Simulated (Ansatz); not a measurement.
**Co (P-3m1): the volume from the results**

```yaml
crystal:
  lattice:
    - [2.48736, 0.00000, 0.00000]
    - [-1.24368, 2.15412, 0.00000]
    - [0.00000, 0.00000, 4.06329]
  atoms:
    - { symbol: Co, position: [0.66667, 0.33333, 0.25986] }
    - { symbol: Co, position: [0.33333, 0.66667, 0.74014] }
```

The reference geometry is a structure from the Materials Project; nothing is relaxed.

Functional, mesh and filling: PBE, 15×15×8 k mesh, Fermi–Dirac smearing of 0.08 eV. PAW means Ansatz 0.2.0 on its default frozen-core files. Site moments are integrated in spheres about the atoms. Start moments (μB): Co1 2, Co2 2.

The cell is scaled evenly, and every run starts from the same moments. Some of the runs:

```
V/V₀  cell moment (μB)  largest site moment (μB)  F − F(V₀) (meV/atom)  pressure (GPa)
 0.7              0.81                      0.42                  1239           161.8
0.88              3.04                      1.58                   140            37.6
   1              3.27                      1.71                     0             0.7
```

Q: Another run of the series gave cell moment (μB) = 3.18, largest site moment (μB) = 1.66, F − F(V₀) (meV/atom) = 33, pressure (GPa) = 16.2. At which V/V₀ was it made?
A. 0.82
B. 1.06
C. 0.94
D. 1.12
E. 1.2
F. 0.76

A: C. V/V₀ = 0.94.

Q: Another run of the series gave cell moment (μB) = 2.08, largest site moment (μB) = 1.07, F − F(V₀) (meV/atom) = 700, pressure (GPa) = 105.7. At which V/V₀ was it made?
A. 1.2
B. 1.06
C. 0.94
D. 1.12
E. 0.76
F. 0.82

A: E. V/V₀ = 0.76.

The whole series:

```json
{"V/V₀": "0.7", "cell moment (μB)": "0.81", "largest site moment (μB)": "0.42", "F − F(V₀) (meV/atom)": "1239", "pressure (GPa)": "161.8"}
{"V/V₀": "0.76", "cell moment (μB)": "2.08", "largest site moment (μB)": "1.07", "F − F(V₀) (meV/atom)": "700", "pressure (GPa)": "105.7"}
{"V/V₀": "0.82", "cell moment (μB)": "2.82", "largest site moment (μB)": "1.46", "F − F(V₀) (meV/atom)": "351", "pressure (GPa)": "67.4"}
{"V/V₀": "0.88", "cell moment (μB)": "3.04", "largest site moment (μB)": "1.58", "F − F(V₀) (meV/atom)": "140", "pressure (GPa)": "37.6"}
{"V/V₀": "0.94", "cell moment (μB)": "3.18", "largest site moment (μB)": "1.66", "F − F(V₀) (meV/atom)": "33", "pressure (GPa)": "16.2"}
{"V/V₀": "1", "cell moment (μB)": "3.27", "largest site moment (μB)": "1.71", "F − F(V₀) (meV/atom)": "0", "pressure (GPa)": "0.7"}
{"V/V₀": "1.06", "cell moment (μB)": "3.32", "largest site moment (μB)": "1.74", "F − F(V₀) (meV/atom)": "21", "pressure (GPa)": "-10.4"}
{"V/V₀": "1.12", "cell moment (μB)": "3.36", "largest site moment (μB)": "1.77", "F − F(V₀) (meV/atom)": "81", "pressure (GPa)": "-18.3"}
{"V/V₀": "1.2", "cell moment (μB)": "3.45", "largest site moment (μB)": "1.83", "F − F(V₀) (meV/atom)": "200", "pressure (GPa)": "-24.9"}
```

Under strong compression frozen cores are worth checking against an all-electron run. The Ansatz runs typed with the search for lower states off end where their start leads. These are results for the start and cell typed. The real compound can order otherwise, in a larger cell, or not at all, since semilocal functionals at zero temperature often overstate magnetism.
